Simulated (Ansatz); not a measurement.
# La: pressure against volume scale

Periodic Kohn-Sham DFT of a crystal at fixed atoms, scaled to volume_scale times the given cell; pressure positive in compression, energy less spherical unpolarised free atoms, largest_vzz the field gradient of largest size among the nuclei. The results are calculated, by Ansatz 0.2.0.

The cell before it is scaled or strained (space group Fd-3m, No. 227):
```
CELL_PARAMETERS angstrom
0.00000 3.33870 3.33870
3.33870 0.00000 3.33870
3.33870 3.33870 0.00000
ATOMIC_POSITIONS crystal
La 0.00000 0.00000 0.00000
La 0.25000 0.25000 0.25000
```

Settings of every row: method frozen-core PAW; functional PBE; relativity scalar; k mesh 10x10x10; filling fermi-dirac; smearing width 0.03 eV; wave cutoff 420 eV; paw set soft_2.

Atom start moment: 0 on all atoms.

Limits: no spin-orbit coupling on heavy atoms; some atoms lie unusually close (a squeezed, shaken or made-up cell).

```csv
row,volume scale,V (Å³/atom),pressure (GPa)
1,0.9405,35.002,3.286
2,0.98,36.472,0.964
3,1,37.215,0.001
4,1.02,37.961,?
5,1.06,39.449,-2.162
```

Question: what pressure should row 4 give?

Worked fit of pressure. Take u = (V_r/V)^(2/3) − 1 with V_r = 36.844 Å³ an atom, which is twice the finite (Eulerian) strain; such expansions in the strain, on which the Birch-Murnaghan equation of state is built, carry the rest volume and the bulk modulus. The shown rows have u = 0.03478, 0.00679, -0.00666, -0.04452. Least squares give pressure = 0.4652 + 71.419 × u + 278.63 × u² GPa; a straight line predicts inner rows, each left out in turn, worse (root mean square 0.28 against 0.002 GPa). The rows lie off it by 0.000, 0.001, -0.001, 0.000. The pressure vanishes at u = -0.0067, or V = 37.22 Å³ an atom, and there the bulk modulus at fixed shape and fractions is B = −V dP/dV = (2/3)(1 + u) dP/du = 44.8 GPa. The withheld row has u = -0.01971, so the fit gives 0.4652 + 71.419 × (-0.01971) + 278.63 × (-0.01971)² = -0.834 GPa.

The calculation gave -0.836 GPa. The fit lies 0.002 GPa (0.037 % of the column's range) above it; its largest miss of a shown row is 0.001 GPa.
